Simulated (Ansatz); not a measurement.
Wires are cut from relaxed bulk Al (Fm-3m, 16.50 Å³/atom, gap on the mesh 0.00 eV); atoms and period are relaxed, and energies count from that bulk.

All numbers below come from Ansatz 0.2.0, DFT PBE, scalar-relativistic, plane waves, PAW.

Cutoff 420 eV, Gaussian smearing of 0.05 eV, energies at zero smearing, symmetry of each start kept, no spin polarisation.

```
                             start atoms k mesh excess energy (eV per host atom) line energy (eV/Å) period (Å) gap on the mesh (eV)
[111] wire, 16 host atoms a period     16   1×1×8                             0.609               1.413       6.897                  0.07
[111] wire, 18 host atoms a period     18   1×1×8                             0.607               1.600       6.832                     0
```

Gaps under about 0.2 eV rest on few k points and may close between them. Each run keeps its start's symmetry and one magnetic start, so lower states can exist.

Cost: 2 runs of about 45 core-minutes in all, on Arm Neoverse V1 (shared hosts).